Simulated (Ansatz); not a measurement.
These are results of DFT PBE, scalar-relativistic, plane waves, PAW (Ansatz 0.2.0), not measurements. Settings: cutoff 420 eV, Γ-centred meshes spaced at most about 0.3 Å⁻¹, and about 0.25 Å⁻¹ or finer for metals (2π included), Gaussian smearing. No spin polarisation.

Temperature and zero-point effects are left out.

Question: Which of these relaxed structures of In₄Sb is the lowest in energy?
A.

```
CELL_PARAMETERS angstrom
-3.54510 3.54510 3.54510
3.54510 -3.54510 3.54510
3.54510 3.54510 -3.54510
ATOMIC_POSITIONS crystal
In 0.50000 0.50000 0.50000
In 0.50000 0.00000 0.00000
In 0.00000 0.00000 0.50000
In 0.00000 0.50000 0.00000
Sb 0.00000 0.00000 0.00000
```

B.

```
CELL_PARAMETERS angstrom
6.45595 0.00000 0.00000
-3.22797 5.59101 0.00000
0.00000 0.00000 5.64061
ATOMIC_POSITIONS crystal
In 0.50000 0.00000 0.50000
In 0.00000 0.50000 0.50000
In 0.50000 0.50000 0.50000
In 0.00000 0.00000 0.50000
Sb 0.00000 0.00000 0.00000
```

Answer: A. The other, B, lies 90 meV/atom higher. Forms: A Im-3m; B P6/mmm. Counting In atoms around Sb (those within 1.25 times the shortest such distance or 1.15 times the sum of covalent radii): A has Sb 8; B has Sb 2. Both come from invented guesses. The lowest form computed isn't among them: it has space group Cmmm (No. 65), 30.5 Å³/atom and lies 189 meV/atom below the best shown. Even the lowest of the cells shown lies +0.28 eV/atom against the elements.

Spin–orbit coupling, which can matter for Sb, is left out. Cells relaxed within their symmetry can be saddle points. Some structure types and database cells were kept out of the candidates from the start, so a known form may be missing.
